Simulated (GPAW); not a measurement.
B in GPAW: convergence with plane-wave cutoff (eV)

B:

```
B
1.0
     1.88524    0.00000    0.00000
     0.00000    1.88524    0.00000
     0.00000    0.00000    1.88524
B
1
Direct
  0.50000 0.50000 0.50000
```

The cell was built by a generator and needn't be a form met in nature.

* Program: GPAW 26.7.0
* Task: elastic constants
* Functional: r2SCAN
* Dispersion: D3(BJ)
* Potentials or basis: GPAW PAW data sets (gpaw-data 1.2.1)
* Cutoff: 320 eV
* Basis: pw
* k mesh: 10 × 10 × 10
* Occupations: fermi-dirac, width 0.05 eV
* Spin: no spin polarisation

These are the settings of the first run; the series varies plane-wave cutoff (eV), with any setting tied to it.

Hardware: 1 thread of AMD EPYC 7R13 Processor (Zen 3), on a shared host.

```
plane-wave cutoff (eV)  energy less the tightest run, at zero smearing (meV/atom)  pressure (GPa)  SCF cycles  CPU time (s)  peak memory (GiB)
                   320                                                     130.41            0.05          11           100               0.24
                   400                                                      29.73           -0.01          11           110               0.23
                   500                                                      16.71            0.02          11           110               0.25
                   600                                                      13.22            0.02          11           110               0.24
                   700                                                       8.56            0.03          11           130               0.24
                   800                                                       4.14            0.02          11           140               0.27
                   960                                                       0.00            0.02          11           160               0.29
```

Against the tightest run, the pressure stays within 0.1 GPa from 320 on. Not settled before the last step: the energy (to 1 meV/atom). The tightest run that finished is the yardstick and may itself not be fully converged.

Caveat, for the tightest run too: the density grid can change from cell to cell, which puts small steps into energies and stress; the elastic tensor has a negative eigenvalue, so either the cell is unstable as it stands or the mesh is too thin; the PAW data sets were made with another functional, which shifts forces and pressure a little; pairwise dispersion overbinds metals, which lowers pressure and volume.
